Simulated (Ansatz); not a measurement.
SiC (F-43m): energy against volume by PBE and RPA

```xyz
2
Lattice="0.0000 2.1790 2.1790 2.1790 0.0000 2.1790 2.1790 2.1790 0.0000" Properties=species:S:1:pos:R:3 pbc="T T T"
Si    0.0000    0.0000    0.0000
C     1.0895    1.0895    1.0895
```

RPA total energy on PBE orbitals, soft PAW set, first generation (Ansatz); 4×4×4 mesh, wave cutoff 420 eV, correlation extrapolated to infinite response cutoff from cutoffs up to 160 eV, 8 electrons, all correlated, long-wavelength term: neglected.

Energies and volumes of the whole cell, energies counted from the given cell:

```
V/V_given  V (Å³)  PBE (meV)  Hartree-Fock expression on these orbitals (meV)  RPA (meV)
     0.92   19.04        146                                              106        133
     0.96   19.86         44                                               22         36
     1.00   20.69          0                                                0          0
     1.04   21.52          3                                               30         10
     1.08   22.35         45                                              103         60
```

**Question.** Fit third-order Birch-Murnaghan curves. Where are the minima?

**Answer.** PBE: V0 = 10.52 Å³ an atom (lattice constants +0.6 % against the given cell), B0 = 213 GPa; Hartree-Fock expression on these orbitals: V0 = 10.30 Å³ an atom (lattice constants -0.1 % against the given cell), B0 = 254 GPa; RPA: V0 = 10.45 Å³ an atom (lattice constants +0.3 % against the given cell), B0 = 222 GPa. The RPA points scatter about the fit by some 0.7 meV, so its minimum and above all its modulus are rough.

Soft PAW datasets can recover too little correlation energy, by a few per cent up to a quarter and more. This ran on a trial build of the method. The mesh is coarse, so these are values at the stated settings, not converged ones.
